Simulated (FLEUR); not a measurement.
# Ag (Fm-3m) in FLEUR: further runs, part 2 of 2

FLEUR MaX-R8.1 (later development tree).

**3. Equation of state, PBE, 16.03 Å³/atom (volume scaled by 0.94)**

File inp.xml:

```xml
<?xml version="1.0" encoding="UTF-8" standalone="no"?>
<fleurInput fleurInputVersion="0.39">
   <comment>
      Ag                                                                                                  
   </comment>
   <calculationSetup>
      <cutoffs Kmax="4.0" Gmax="20.0" GmaxXC="20.0" numbands="0"/>
      <scfLoop itmax="60" minDistance="0.00001" maxIterBroyd="15" imix="Anderson" alpha="0.05" precondParam="0.0" spinf="2.0" sdNocoIR="T"/>
      <coreElectrons ctail="T" frcor="F" kcrel="0" coretail_lmax="0"/>
      <xcFunctional name="pbe" relativisticCorrections="F"/>
      <magnetism jspins="1"/>
      <soc l_soc="F" theta="0.0" phi="0.0" spav="F"/>
      <expertModes spex="0" secvar="F"/>
      <geometryOptimization l_f="F" forcealpha="1.0" forcemix="BFGS" epsdisp="0.00001" epsforce="0.00001"/>
      <ldaU l_linMix="F" mixParam="0.05" spinf="1.0"/>
   </calculationSetup>
   <cell>
      <bzIntegration valenceElectrons="19.0" mode="hist" fermiSmearingEnergy="0.00183747">
         <kPointListSelection listName="default-1"/>
         <!-- k-points included here -->
         <xi:include xmlns:xi="http://www.w3.org/2001/XInclude" href="kpts.xml"> </xi:include>
      </bzIntegration>
      <!-- symmetry operations included here -->
      <xi:include xmlns:xi="http://www.w3.org/2001/XInclude" href="sym.xml"> </xi:include>
      <bulkLattice scale="0.9795861087">
         <bravaisMatrix>
            <row-1>    0.0000000000000000     3.8602380410266495     3.8602380410266495</row-1>
            <row-2>    3.8602380410266495     0.0000000000000000     3.8602380410266495</row-2>
            <row-3>    3.8602380410266495     3.8602380410266495     0.0000000000000000</row-3>
         </bravaisMatrix>
      </bulkLattice>
   </cell>
   <atomSpecies>
      <species name="Silver (Ag)" element="Ag" atomicNumber="47">
         <mtSphere radius="2.48" gridPoints="837" logIncrement="0.015"/>
         <atomicCutoffs lmax="7" lnonsphr="5"/>
         <electronConfig flipSpins="F">
            <coreConfig>(1s1/2) (2s1/2) (2p1/2) (2p3/2) (3s1/2) (3p1/2) (3p3/2) (3d3/2) (3d5/2)</coreConfig>
            <valenceConfig>(4s1/2) (4p1/2) (4p3/2) (5s1/2) (4d3/2) (4d5/2)</valenceConfig>
            <stateOccupation state="(5s1/2)" spinUp="0.500000" spinDown="0.500000"/>
         </electronConfig>
         <energyParameters s="5" p="5" d="4" f="4"/>
         <lo type="SCLO" l="0" n="4" eDeriv="0"/>
         <lo type="SCLO" l="1" n="4" eDeriv="0"/>
         <lo type="SCLO" l="1" n="4" eDeriv="1"/>
         <lo type="SCLO" l="2" n="4" eDeriv="2"/>
         <lo type="SCLO" l="3" n="4" eDeriv="2"/>
      </species>
   </atomSpecies>
   <atomGroups>
      <atomGroup species="Silver (Ag)">
         <relPos label="                   1">.0000000000 .0000000000 .0000000000</relPos>
         <force calculate="T" relaxXYZ="TTT"/>
      </atomGroup>
   </atomGroups>
   <output dos="F" band="F" slice="F">
      <checks vchk="F" cdinf="F"/>
      <bandDOS minEnergy="-.5*Htr" maxEnergy="0.5*Htr" sigma="0.015" storeEVData="T"/>
      <vacuumDOS vacdos="F" integ="F" star="F" nstars="0" locx1="0.0" locy1="0.0" locx2="0.0" locy2="0.0" nstm="0" tworkf="0.0"/>
      <unfoldingBand unfoldBand="F" supercellX="1" supercellY="1" supercellZ="1"/>
      <plotting iplot="0" polar="F">
         <plot TwoD="T" vec1="  1.0  0.0  0.0" vec2="  0.0  1.0  0.0" vec3="  0.0  0.0  1.0" zero="  0.0  0.0  0.0" file="plot"/>
      </plotting>
      <chargeDensitySlicing numkpt="0" minEigenval="0.0" maxEigenval="0.0" nnne="0" pallst="F"/>
      <specialOutput eonly="F"/>
      <moessbauerParams electricFieldGradient="T" isomerShift="T" coreHyperfine="T" valenceHyperfine="T"/>
      <magneticCircularDichroism mcd="F" energyLo="-10.0" energyUp="0.0"/>
   </output>
  <!-- We include the file relax.xml here to enable relaxations (see documentation) -->
  <xi:include xmlns:xi="http://www.w3.org/2001/XInclude" href="relax.xml"> <xi:fallback/> </xi:include>
</fleurInput>
```

Potentials or basis: all-electron, FLAPW.

Run with:

```
$ inpgen -f crystal.txt -profile fast
$ # inp.xml edited to the form shown
$ fleur_MPI
```

Output:

```text
Welcome to FLEUR        (www.flapw.de)
      MaX-Release 8.1          (www.max-centre.eu)

 ========== k-point set info ==========
 Selected k-point list: default-1
 k-point list type: mesh
 11 x 11 x 11
 Number of k points: 56

 ------------Calculation Setup---------------------------
 Number of MPI-tasks      :            1
 Number of PE/node        :            1
 Number of OMP-threads    :            1
 Most efficient MPI parallelization for:
           1           2           4           7           8          14          28          56
 Additional eigenvalue parallelization possible
 Number of basis functions:          160
 Approximate size of matrices (H+S) per k-point:         0.000 GB
 --------------------------------------------------------
 Iteration:     1   Distance:      11.63117266 me/bohr^3
 Iteration:     2   Distance:       9.98457313 me/bohr^3
 Iteration:     3   Distance:       3.92857446 me/bohr^3
 Iteration:     4   Distance:       1.95010799 me/bohr^3
 Iteration:     5   Distance:       1.24679453 me/bohr^3
 Iteration:     6   Distance:       0.16122324 me/bohr^3
 Iteration:     7   Distance:       0.10693637 me/bohr^3
 Iteration:     8   Distance:       0.00490761 me/bohr^3
 Iteration:     9   Distance:       0.00135699 me/bohr^3
 Iteration:    10   Distance:       0.00055204 me/bohr^3
 Iteration:    11   Distance:       0.00004162 me/bohr^3
 Iteration:    12   Distance:       0.00002644 me/bohr^3
 Iteration:    13   Distance:       0.00000051 me/bohr^3

 ********************************************************************
 Run finished successfully
 Stop message:
   all done
 ********************************************************************
```

out.xml (last iteration):

```text
<iteration numberForCurrentRun="   13" overallNumber="   13">
         <energyParameters units="Htr">
            <atomicEP atomType="1" spin="1" branch="5s" branchLowest="-3.00" branchHighest="1.64" value="0.2682380079"/>
            <atomicEP atomType="1" spin="1" branch="5p" branchLowest="-1.64" branchHighest="2.31" value="0.4134742042"/>
            <atomicEP atomType="1" spin="1" branch="4d" branchLowest="-12.67" branchHighest="0.36" value="0.2234115155"/>
            <atomicEP atomType="1" spin="1" branch="4f" branchLowest="-9.99" branchHighest="2.37" value="0.7186135481"/>
            <loAtomicEP atomType="1" spin="1" branch="4s" branchLowest="-24.62" branchHighest="-3.00" value="-3.0005406802"/>
            <loAtomicEP atomType="1" spin="1" branch="4p" branchLowest="-19.98" branchHighest="-1.64" value="-1.6633042062"/>
            <loAtomicEP atomType="1" spin="1" branch="4p" branchLowest="-19.98" branchHighest="-1.64" value="-1.6633042062"/>
            <loAtomicEP atomType="1" spin="1" branch="4d" branchLowest="-12.67" branchHighest="0.36" value="0.2168060196"/>
            <loAtomicEP atomType="1" spin="1" branch="4f" branchLowest="-9.99" branchHighest="2.37" value="0.7186153913"/>
         </energyParameters>
         <eigenvalues>
            <eigenvaluesAt spin="1" ikpt="1" k_x="0.00000000" k_y="0.00000000" k_z="0.00000000">
                      -3.0013995196       -1.6548558967       -1.6548558967       -1.6548558967        0.0817685285
                       0.2002005287        0.2002005287        0.2002005287        0.2427278004        0.2427278004
                       0.9721612748        1.1168061676        1.1168061676        1.1168061676        1.3086483051
            </eigenvaluesAt>
            <eigenvaluesAt spin="1" ikpt="2" k_x="0.00000000" k_y="0.00000000" k_z="0.09090909">
                      -3.0013317650       -1.6554708367       -1.6549474598       -1.6549474598        0.0916581402
                       0.1978531812        0.2029848349        0.2029848349        0.2417004668        0.2417004668
                       0.9742978545        1.0522583077        1.1230761404        1.1230761404        1.2950704366
            </eigenvaluesAt>
            <eigenvaluesAt spin="1" ikpt="3" k_x="0.00000000" k_y="0.00000000" k_z="0.18181818">
[... 34 lines left out ...]
         </allElectronCharges>
         <moessbauerParams unitsHFF="kG" unitsIS="e/bohr^3" unitsEFG="Htr/bohr^2">
            <coreIsomerShift atomType="1" isTotal="147445.76654">
               <shell n="1" l="0" isomerShift="129458.73107"/>
               <shell n="2" l="0" isomerShift="14817.13001"/>
               <shell n="2" l="1" isomerShift="309.83400"/>
               <shell n="3" l="0" isomerShift="2797.37827"/>
               <shell n="3" l="1" isomerShift="62.69319"/>
               <shell n="3" l="2" isomerShift="0.00001"/>
            </coreIsomerShift>
            <isomerShift atomType="1" nucleusRadius="0.0001124" averageDensity="147994.16110"/>
            <electricFieldGradient atomType="1" VXX="0.00000" VYY="0.00000" VZZ="0.00000" asymParam="0.00000">
            </electricFieldGradient>
         </moessbauerParams>
         <totalEnergy                                    value="    -5317.3054268165" units="Htr">
            <sumOfEigenvalues                            value="    -3177.0955434297">
               <coreElectrons value="-3163.5497154600"/>
               <valenceElectrons value="-13.5458279698"/>
            </sumOfEigenvalues>
            <densityCoulombPotentialIntegral value="-8546.2752298098"/>
            <densityEffectivePotentialIntegral value="-8741.3365603951"/>
            <chargeDenXCDenIntegral value="-149.5241856880"/>
            <FockExchangeEnergyValence value="0.0000000000"/>
            <FockExchangeEnergyCore value="0.0000000000"/>
            <atomTypeDependentContributions atomType="1">
               <electronNucleiInteractionDifferentMTs value="6438.4219489261"/>
               <MadelungTerm value="-20.4626942628"/>
            </atomTypeDependentContributions>
            <tkbTimesEntropy value="0.0000642961"/>
            <freeEnergy value="-5317.3054911125"/>
            <extrapolationTo0K value="-5317.3054589645"/>
         </totalEnergy>
         <densityConvergence units="me/bohr^3">
            <chargeDensity spin="1" distance="0.0000005063"/>
         </densityConvergence>
      </iteration>
```

Wall time 8.8 s (1 thread of Arm Neoverse V2, shared host); peak memory 0.08 GiB.

Results:

- Free energy: -144691.2535 eV
- Band gap on the k mesh: none (metal or under the smearing width)
- Valence electrons inside the program's atomic spheres: Ag 17.78 (radii Ag 2.48 bohr)

**4. Equation of state, PBE, 16.37 Å³/atom (volume scaled by 0.96)**

inp.xml: that of step 3 with these lines changed.

```diff
@@ -24,3 +24,3 @@
       <xi:include xmlns:xi="http://www.w3.org/2001/XInclude" href="sym.xml"> </xi:include>
-      <bulkLattice scale="0.9795861087">
+      <bulkLattice scale="0.9864848297">
          <bravaisMatrix>
```

Run with:

```
$ inpgen -f crystal.txt -profile fast
$ # inp.xml edited to the form shown
$ fleur_MPI
```

Run time: 8.5 s. Hardware: 1 thread of Arm Neoverse V2, shared host; peak memory 0.08 GiB.

It converged, with:

| Quantity | Value |
| --- | --- |
| Free energy | -144691.2780 eV |
| Band gap on the k mesh | none (metal or under the smearing width) |
| Valence electrons inside the program's atomic spheres | Ag 17.75 (radii Ag 2.48 bohr) |

**5. Equation of state, PBE, 17.05 Å³/atom**

inp.xml: that of step 4 with these lines changed.

```diff
@@ -24,3 +24,3 @@
       <xi:include xmlns:xi="http://www.w3.org/2001/XInclude" href="sym.xml"> </xi:include>
-      <bulkLattice scale="0.9864848297">
+      <bulkLattice scale="1.0000000000">
          <bravaisMatrix>
```

Run with:

```
$ inpgen -f crystal.txt -profile fast
$ # inp.xml edited to the form shown
$ fleur_MPI
```

It took 9.4 s on 1 thread of Arm Neoverse V2, shared host; peak memory 0.08 GiB.

The run converged. Its results:

* Free energy: -144691.3083 eV
* Band gap on the k mesh: none (metal or under the smearing width)
* Valence electrons inside the program's atomic spheres: Ag 17.71 (radii Ag 2.48 bohr)

**6. Equation of state, PBE, 17.73 Å³/atom (volume scaled by 1.04)**

inp.xml: that of step 5 with these lines changed.

```diff
@@ -24,3 +24,3 @@
       <xi:include xmlns:xi="http://www.w3.org/2001/XInclude" href="sym.xml"> </xi:include>
-      <bulkLattice scale="1.0000000000">
+      <bulkLattice scale="1.0131594038">
          <bravaisMatrix>
```

Potentials or basis: all-electron, FLAPW.

Run with:

```
$ inpgen -f crystal.txt -profile fast
$ # inp.xml edited to the form shown
$ fleur_MPI
```

Wall time 9.7 s (1 thread of Arm Neoverse V2, shared host); peak memory 0.08 GiB.

The run converged. Its results:

```yaml
Free_energy: -144691.3185 eV
Band_gap_on_the_k_mesh: none (metal or under the smearing width)
Valence_electrons_inside_the_program's_atomic_spheres: Ag 17.68 (radii Ag 2.48 bohr)
```

**7. Equation of state, PBE, 18.07 Å³/atom (volume scaled by 1.06)**

inp.xml: that of step 6 with these lines changed.

```diff
@@ -24,3 +24,3 @@
       <xi:include xmlns:xi="http://www.w3.org/2001/XInclude" href="sym.xml"> </xi:include>
-      <bulkLattice scale="1.0131594038">
+      <bulkLattice scale="1.0196128224">
          <bravaisMatrix>
```

Run with:

```
$ inpgen -f crystal.txt -profile fast
$ # inp.xml edited to the form shown
$ fleur_MPI
```

It took 10 s on 1 thread of Arm Neoverse V2, shared host; peak memory 0.08 GiB.

The run converged. Its results:

* Free energy: -144691.3175 eV
* Band gap on the k mesh: none (metal or under the smearing width)
* Valence electrons inside the program's atomic spheres: Ag 17.66 (radii Ag 2.48 bohr)

**8. Equation of state, PBE**

Potentials or basis: all-electron, FLAPW.

No new run: the results of the series are fitted here.

Results:

```
Equilibrium volume                      : 17.81 Å³/atom
Bulk modulus                            : 92 GPa
Pressure derivative of the bulk modulus : 5.8 (rough: it moves with the points fitted)
```

Energy against volume, from the lowest point:
```csv
volume (Å³/atom),energy (meV/atom)
16.025,65.02
16.366,40.51
17.048,10.25
17.730,0.00
18.071,1.00
```

Caveat: small basis for a fit. Zero-point motion and thermal expansion aren't in these numbers.
